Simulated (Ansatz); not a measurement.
The guess for TiSi₂ was made by a generator: random cell by space group and Wyckoff sites (Pmmm, No. 47). The dimensions are guesses.

```
CELL_PARAMETERS angstrom
2.07933 0.00000 0.00000
0.00000 3.43185 0.00000
0.00000 0.00000 6.02585
ATOMIC_POSITIONS crystal
Ti 0.50000 0.50000 0.00000
Si 0.00000 0.23832 0.50000
Si 0.00000 0.76168 0.50000
```

Theory: Ansatz, DFT PBE, scalar-relativistic, plane waves, PAW. Cutoff 420 eV, Gaussian smearing, Γ-centred meshes. Cell and atoms relax first on a coarse mesh and then on a finer one. In between, the cell is made exact in the group found at 0.06 Å. In metals the finer mesh still leaves noise of several meV/atom or more. The steps can't lower the symmetry of their start. No spin polarisation in the relaxation; trial moments died out in a coarse test.

A guess keeps its type if space group and coordination stay and the shape of the cell changes little (axis ratios within about 15 %, angles within 6°); the volume may change.

**Question.** Will the relaxed cell still be of the starting type?

**Answer.** It doesn't keep its type. The symmetry goes from Pmmm (No. 47) to P4/mmm (No. 123). The volume per atom grows by 6.5 %, from 14.3 to 15.3 Å³. The shortest distance goes from 1.64 Å (Si–Si) to 2.35 Å (Si–Si). Counting neighbours within 15 % of an atom's shortest distance, the start has Si 2, Ti 2 and the end Si 5, Ti 12. In detail, at the end around Ti lie 8 Si at 2.67 Å and 4 Ti at 2.76 Å; Si is surrounded by 1 Si at 2.35 Å, 4 Ti at 2.67 Å and 4 Si at 2.76 Å.

```cif
data_structure
_symmetry_space_group_name_H-M 'P4/mmm'
_symmetry_Int_Tables_number 123
_cell_length_a 2.7645
_cell_length_b 2.7645
_cell_length_c 5.9902
_cell_angle_alpha 90.000
_cell_angle_beta 90.000
_cell_angle_gamma 90.000
_cell_volume 45.78
loop_
_atom_site_label
_atom_site_type_symbol
_atom_site_symmetry_multiplicity
_atom_site_Wyckoff_symbol
_atom_site_fract_x
_atom_site_fract_y
_atom_site_fract_z
_atom_site_occupancy
Ti1 Ti 1 d 0.50000 0.50000 0.50000 1
Si1 Si 2 g 0.00000 0.00000 0.80344 1
```

The zero of energy is the elements' standard structures at the same level; no fitted shifts are applied.

**Question.** At what energy does it end?

**Answer.** −0.38 eV/atom.

The last run used a 16×16×8 mesh (in the run's order of axes) for its 3-atom cell and Gaussian smearing of 0.10 eV. Symmetry constrained the relaxation, so the result can be a saddle point. Another cell of TiSi2 relaxed alike, in Cmcm (a Materials Project cell), lies 182 meV/atom lower, so this cell isn't the stable form at this level.
